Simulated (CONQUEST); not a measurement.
**NaCl under changes of volume**

One of the cells (21.813 Å³/atom); the others are scaled copies at fixed shape and fractional positions:

```
CELL_PARAMETERS angstrom
3.95140 0.00000 0.00000
0.00000 3.95140 0.00000
0.00000 0.00000 5.58813
ATOMIC_POSITIONS crystal
Cl 0.00000 0.00000 0.50000
Cl 0.50000 0.50000 0.00000
Na 0.00000 0.00000 0.00000
Na 0.50000 0.50000 0.50000
```

The cell is a database's computed one.

```yaml
Program: CONQUEST 1.3
Functional: PBEsol
Potentials_or_basis: PseudoDojo NC PBEsol, DZP, grid of 40 × 40 × 60 points
k_mesh: 7 × 7 × 5
Occupations: fermi-dirac, width 0.05 eV
Spin: no spin polarisation
```

```tsv
volume (Å³/atom)	energy over the lowest point (meV/atom)	pressure (GPa)	gap on the mesh (eV)
20.504	9.34	2.2	5.40
20.940	4.45	1.4	5.31
21.376	1.32	0.8	5.22
21.813	0.00	0.2	5.14
22.249	0.21	-0.3	5.06
22.685	?	?	?
23.121	4.44	-1.2	4.91
```

Task: What does the run at 22.685 Å³/atom give?

Result: Energy over the lowest point 1.74 meV/atom; pressure -0.8 GPa; gap on the mesh 4.99 eV.

Worked out: A Birch-Murnaghan fit of order 3 (a polynomial in V^(-2/3)) to the other rows has its minimum at 21.98 Å³/atom with B0 = V·E''(V) = 27 GPa and B' = 4.7. It gives 1.71 meV/atom at 22.685 Å³/atom, against the run's 1.74, and -dE/dV = -0.8 GPa, against -0.8. A straight line through the other rows of the gap, of slope -4.08 eV per unit of ln V, gives 4.98 eV, against the run's 4.99.

Energies are extrapolated to zero smearing.

Caveats: an odd mesh through Γ misses points on the zone boundary, where band edges often lie; the basis of atomic orbitals isn't converged, which shifts pressures, moduli and gaps; the real-space grid breaks the cell's symmetry a little (some runs).
